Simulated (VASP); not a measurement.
Runs of VASP 6.6.1 on TePb. Symmetry: Fm-3m, No. 225, cubic system. The conventional cell has a = 6.470 Å, b = 6.470 Å, c = 6.470 Å, α = 90.00°, β = 90.00°, γ = 90.00°. Around Te (site symmetry m-3m) lie 6 Pb at 3.24 Å. Pb (site symmetry m-3m) has 6 Te at 3.24 Å as nearest neighbours. 

```tsv
task	level	potentials or basis	cell	target pressure	gap on the mesh (eV)	pressure (GPa)
relaxation of the atoms	PBE+D3(BJ)	VASP PAW PBE potentials, release 64 (Te, Pb_d)	atoms relaxed from: a relaxed cell with its volume scaled by 0.98	-	0.70	0.9
relaxation of the atoms	PBE+D3(BJ)	VASP PAW PBE potentials, release 64 (Te, Pb_d)	atoms relaxed	-	0.74	0.0
relaxation of the atoms	PBE+D3(BJ)	VASP PAW PBE potentials, release 64 (Te, Pb_d)	atoms relaxed from: a relaxed cell with its volume scaled by 1.02	-	0.78	-0.8
relaxation of cell and atoms	LDA	VASP PAW LDA potentials, release 64 (Te, Pb_d)	relaxed to 5.02 GPa	5.02 GPa	(a)	5.0
relaxation of cell and atoms	PBE+D3(BJ)	VASP PAW PBE potentials, release 64 (Te, Pb_d)	relaxed	-	0.74	0.0
relaxation of the atoms	PBE+D3(BJ)	VASP PAW PBE potentials, release 64 (Te, Pb_d)	atoms relaxed from: a relaxed cell with its volume scaled by 0.94	-	(b)	3.1
relaxation of the atoms	PBE+D3(BJ)	VASP PAW PBE potentials, release 64 (Te, Pb_d)	atoms relaxed from: a relaxed cell with its volume scaled by 1.06	-	0.85	-1.8
```

Alike in all rows: no spin polarisation; k mesh 8 × 8 × 8; cutoff (eV) 600; smearing gaussian 0.03 eV.

Question: Fill in the values left out.

Answer: (a) 0.35; (b) 0.60.

Caveats: spin-orbit coupling is left out, which as a rule narrows the gap of such compounds by several tenths of an eV; the relaxation stopped at its first step, so nothing moved (some runs); the cell is relaxed towards a set pressure, so the enthalpy falls and the energy may rise (some runs).

A k mesh can miss the band edges, and the runs leave out spin-orbit coupling on Pb, Te.
